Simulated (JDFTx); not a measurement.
# Al in JDFTx: convergence with k mesh

Crystal: Al.

```xyz
1
Lattice="-1.5912 1.5912 1.5912 1.5912 -1.5912 1.5912 1.5912 1.5912 -1.5912" Properties=species:S:1:pos:R:3 pbc="T T T"
Al    0.0000    0.0000    0.0000
```

This isn't the form of Al at room conditions, which is fcc.

* Program: JDFTx 1.7.0 (patched build)
* Task: convergence study
* Functional: PBE
* Potentials or basis: PseudoDojo-SR-PBE-0.5-stringent
* Cutoff: 544 eV
* Density cutoff: 2177 eV
* k mesh: 2 × 2 × 2
* Occupations: cold, width 0.1 eV
* Spin: no spin polarisation

These are the settings of the first run; the series varies k mesh, with any setting tied to it.

Hardware: 1 thread of Arm Neoverse V1, with other jobs on the host.

| k mesh | energy less the tightest run, at zero smearing (meV/atom) | pressure (GPa) | SCF cycles | CPU time (s) | peak memory (GiB) |
| --- | --- | --- | --- | --- | --- |
| 2 × 2 × 2 | -902.33 | -1.25 | 10 | 0.72 | 0.05 |
| 4 × 4 × 4 | 253.90 | 4.47 | 10 | 1.5 | 0.05 |
| 5 × 5 × 5 | 4.55 | 5.46 | 11 | 1.8 | 0.05 |
| 6 × 6 × 6 | -50.12 | 4.05 | 11 | 2.7 | 0.05 |
| 8 × 8 × 8 | 44.07 | 4.03 | 11 | 4.6 | 0.05 |
| 10 × 10 × 10 | -9.98 | 4.07 | 11 | 7 | 0.05 |
| 12 × 12 × 12 | 9.46 | 3.55 | 11 | 11 | 0.05 |
| 14 × 14 × 14 | 0.00 | 3.67 | 11 | 15 | 0.05 |

Not settled before the last step: the energy (to 1 meV/atom), the pressure (to 0.1 GPa). Meshes of other sizes hit other points, so gaps and Fermi surfaces needn't settle smoothly. The tightest run that finished is the yardstick and may itself not be fully converged.

Caveat, for the tightest run too: the empty levels aren't tightly converged.
